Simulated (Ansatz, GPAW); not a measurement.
## Au: programs and potentials compared

```
CELL_PARAMETERS angstrom
0.00000 2.03500 2.03500
2.03500 0.00000 2.03500
2.03500 2.03500 0.00000
ATOMIC_POSITIONS crystal
Au 0.00000 0.00000 0.00000
```

Alike in all runs: task single point; functional PBE; k mesh 11 × 11 × 11; occupations gaussian, width 0.05 eV; no spin polarisation; no spin-orbit coupling. Pressure is positive in compression and, in plane waves, holds the error of the finite cutoff, which Ansatz's Pulay term estimates and takes out.

| program and potentials | plane-wave cutoff (eV) | notes | pressure (GPa) |
| --- | --- | --- | --- |
| Ansatz, Ansatz PAW | 420 | 19 valence electrons an atom on average; Pulay term of +0.06 GPa included | 10.84 |
| GPAW, GPAW PAW data sets (gpaw-data 1.2.1) | 600 | 11 valence electrons an atom on average | 13.36 |
| Ansatz, all-electron LAPW, scalar-relativistic | - | - | 10.81 |

The pressure spans 10.81 (Ansatz, all-electron LAPW, scalar-relativistic) to 13.36 GPa (GPAW, GPAW PAW data sets (gpaw-data 1.2.1)), with all-electron results at 10.81. The cell lies far from this level's equilibrium.

The functional is the same throughout but for its coding, so the spread measures potentials, basis and numerics; runs on potential files found faulty are left out.

All three runs put the gold cell under clear compression, although its lattice constant lies close to the measured one, where the real metal is nearly free of pressure. The likely cause is the functional: PBE underbinds the late 5d metals and so prefers a larger cell. At the imposed volume, the repulsion between neighbouring, nearly filled 5d shells and the kinetic energy of the confined sp electrons outweigh the cohesion that PBE provides.

The PAW run with 19 valence electrons reproduces the all-electron pressure almost exactly, 10.84 against 10.81 GPa, so its potential adds little error at this volume. The GPAW value of 13.36 GPa stands apart. Its 11 valence electrons leave the 5s and 5p shells in the frozen core, and their missing response to compression may contribute, alongside other differences in data-set construction and basis. The excess therefore shouldn't be read as a property of gold. A single volume doesn't show whether this offset would shift the equilibrium lattice constant, the bulk modulus or both.
